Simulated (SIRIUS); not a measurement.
Al in SIRIUS: convergence with k mesh

Input of the first run (k mesh 2 × 2 × 2); the others differ in this setting and in those tied to it:

File sirius.json:

```json
{
  "control": {
    "processing_unit": "cpu",
    "std_evp_solver_name": "lapack",
    "gen_evp_solver_name": "lapack",
    "verbosity": 2,
    "print_forces": true,
    "ortho_rf": true,
    "use_second_variation": true,
    "rmt_max": 3.0,
    "num_bands_to_print": 12,
    "save_wf": true
  },
  "parameters": {
    "electronic_structure_method": "full_potential_lapwlo",
    "xc_functionals": ["XC_LDA_X", "XC_LDA_C_PW"],
    "core_relativity": "dirac",
    "valence_relativity": "iora",
    "num_fv_states": 12,
    "smearing": "fermi_dirac",
    "smearing_width": 0.0018374661,
    "pw_cutoff": 20,
    "gk_cutoff": 3.41,
    "lmax_apw": 10,
    "lmax_rho": 8,
    "lmax_pot": 8,
    "num_mag_dims": 0,
    "auto_rmt": 0,
    "ngridk": [2, 2, 2],
    "shiftk": [0, 0, 0],
    "num_dft_iter": 80,
    "energy_tol": 1e-07,
    "density_tol": 1e-05,
    "use_symmetry": true
  },
  "settings": {"tol_ne": 1e-10},
  "iterative_solver": {"type": "exact"},
  "mixer": {"type": "anderson", "beta": 0.5, "max_history": 8},
  "unit_cell": {
    "lattice_vectors": [
      [-3.0069675285, 3.0069675285, 3.0069675285],
      [3.0069675285, -3.0069675285, 3.0069675285],
      [3.0069675285, 3.0069675285, -3.0069675285]
    ],
    "atom_types": ["Al"],
    "atom_files": {"Al": "Al.json"},
    "atoms": {"Al": [[0.0, 0.0, 0.0]]}
  }
}
```

The input Al.json:

```json
{
  "name": "aluminium",
  "symbol": "Al",
  "number": 13,
  "mass": 26.9815386,
  "rmin": 1e-06,
  "rmt": 2.29,
  "nrmt": 800,
  "rinf": 20.43,
  "core": "1s",
  "valence": [
    {"basis": [{"enu": 0.56, "dme": 0, "n": 0, "auto": 0}, {"enu": 0.56, "dme": 1, "n": 0, "auto": 0}]},
    {"l": 0, "n": 1, "basis": [{"enu": 0.6174, "dme": 0, "n": 0, "auto": 0}]},
    {"l": 1, "n": 2, "basis": [{"enu": 0.66, "dme": 0, "n": 0, "auto": 0}]},
    {"l": 2, "n": 3, "basis": [{"enu": 0.66, "dme": 0, "n": 0, "auto": 0}]},
    {"l": 3, "n": 4, "basis": [{"enu": 0.66, "dme": 0, "n": 0, "auto": 0}]}
  ],
  "lo": [
    {
      "l": 0,
      "basis": [{"enu": 0.6174, "dme": 0, "n": 0, "auto": 0}, {"enu": 0.6174, "dme": 1, "n": 0, "auto": 0}]
    },
    {
      "l": 0,
      "basis": [{"enu": -3.185, "dme": 0, "n": 2, "auto": 1}, {"enu": -3.185, "dme": 1, "n": 2, "auto": 1}]
    },
    {
      "l": 0,
      "basis": [{"enu": -3.185, "dme": 1, "n": 2, "auto": 1}, {"enu": 0.6174, "dme": 0, "n": 0, "auto": 0}]
    },
    {
      "l": 0,
      "basis": [{"enu": 0.6174, "dme": 0, "n": 0, "auto": 0}, {"enu": 3.6684, "dme": 0, "n": 0, "auto": 0}]
    },
    {"l": 1, "basis": [{"enu": 0.66, "dme": 0, "n": 0, "auto": 0}, {"enu": 0.66, "dme": 1, "n": 0, "auto": 0}]},
    {
      "l": 1,
      "basis": [{"enu": -1.7997, "dme": 0, "n": 2, "auto": 1}, {"enu": -1.7997, "dme": 1, "n": 2, "auto": 1}]
    },
    {
      "l": 1,
      "basis": [{"enu": -1.7997, "dme": 1, "n": 2, "auto": 1}, {"enu": 0.66, "dme": 0, "n": 0, "auto": 0}]
    },
    {"l": 1, "basis": [{"enu": 0.66, "dme": 0, "n": 0, "auto": 0}, {"enu": 4.1687, "dme": 0, "n": 0, "auto": 0}]},
    {"l": 2, "basis": [{"enu": 0.66, "dme": 0, "n": 0, "auto": 0}, {"enu": 0.66, "dme": 1, "n": 0, "auto": 0}]},
    {"l": 2, "basis": [{"enu": 0.66, "dme": 1, "n": 0, "auto": 0}, {"enu": 0.66, "dme": 2, "n": 0, "auto": 0}]},
    {"l": 2, "basis": [{"enu": 0.66, "dme": 0, "n": 0, "auto": 0}, {"enu": 3.6348, "dme": 0, "n": 0, "auto": 0}]},
    {"l": 3, "basis": [{"enu": 0.66, "dme": 0, "n": 0, "auto": 0}, {"enu": 0.66, "dme": 1, "n": 0, "auto": 0}]}
  ],
  "free_atom": [... radial grid and density of the free atom, the start of the SCF ...]
}
```

Contents of sirius_start.json:

```json
{
  "control": {
    "processing_unit": "cpu",
    "std_evp_solver_name": "lapack",
    "gen_evp_solver_name": "lapack",
    "verbosity": 1,
    "print_forces": false,
    "ortho_rf": true,
    "use_second_variation": true,
    "rmt_max": 3.0,
    "num_bands_to_print": 12,
    "save_wf": false
  },
  "parameters": {
    "electronic_structure_method": "full_potential_lapwlo",
    "xc_functionals": ["XC_LDA_X", "XC_LDA_C_PW"],
    "core_relativity": "dirac",
    "valence_relativity": "iora",
    "num_fv_states": 12,
    "smearing": "fermi_dirac",
    "smearing_width": 0.0055123983,
    "pw_cutoff": 20,
    "gk_cutoff": 2.72,
    "lmax_apw": 10,
    "lmax_rho": 8,
    "lmax_pot": 8,
    "num_mag_dims": 0,
    "auto_rmt": 0,
    "ngridk": [1, 1, 1],
    "shiftk": [0, 0, 0],
    "num_dft_iter": 30,
    "energy_tol": 0.01,
    "density_tol": 0.05,
    "use_symmetry": true
  },
  "settings": {"tol_ne": 1e-10},
  "iterative_solver": {"type": "exact"},
  "mixer": {"type": "anderson", "beta": 0.5, "max_history": 8},
  "unit_cell": {
    "lattice_vectors": [
      [-3.0069675285, 3.0069675285, 3.0069675285],
      [3.0069675285, -3.0069675285, 3.0069675285],
      [3.0069675285, 3.0069675285, -3.0069675285]
    ],
    "atom_types": ["Al"],
    "atom_files": {"Al": "Al.json"},
    "atoms": {"Al": [[0.0, 0.0, 0.0]]}
  }
}
```

Potentials or basis: all-electron FP-LAPW, apw+lo standard.

The run is started by

```console
$ OMP_NUM_THREADS=1 sirius.scf --input=sirius_start.json --output=start.json
$ OMP_NUM_THREADS=1 sirius.scf --input=sirius.json --output=output.json --task=1
```

This isn't the form of Al at room conditions, which is fcc.

Hardware: 1 thread of Arm Neoverse V1, with other jobs on the host.

| k mesh | energy less the tightest run, at zero smearing (meV/atom) | SCF cycles | CPU time (s) | peak memory (GiB) |
| --- | --- | --- | --- | --- |
| 2 × 2 × 2 | -911.76 | 6 | 9.7 | 0.23 |
| 4 × 4 × 4 | 252.84 | 5 | 9.1 | 0.24 |
| 5 × 5 × 5 | -2.87 | 5 | 9.2 | 0.24 |
| 7 × 7 × 7 | 26.41 | 5 | 10 | 0.25 |
| 10 × 10 × 10 | -14.16 | 5 | 11 | 0.27 |
| 12 × 12 × 12 | 6.32 | 5 | 12 | 0.29 |
| 15 × 15 × 15 | 0.00 | 5 | 15 | 0.32 |

Not settled before the last step: the energy (to 1 meV/atom). Meshes of other sizes hit other points, so gaps and Fermi surfaces needn't settle smoothly. The tightest run that finished is the yardstick and may itself not be fully converged.
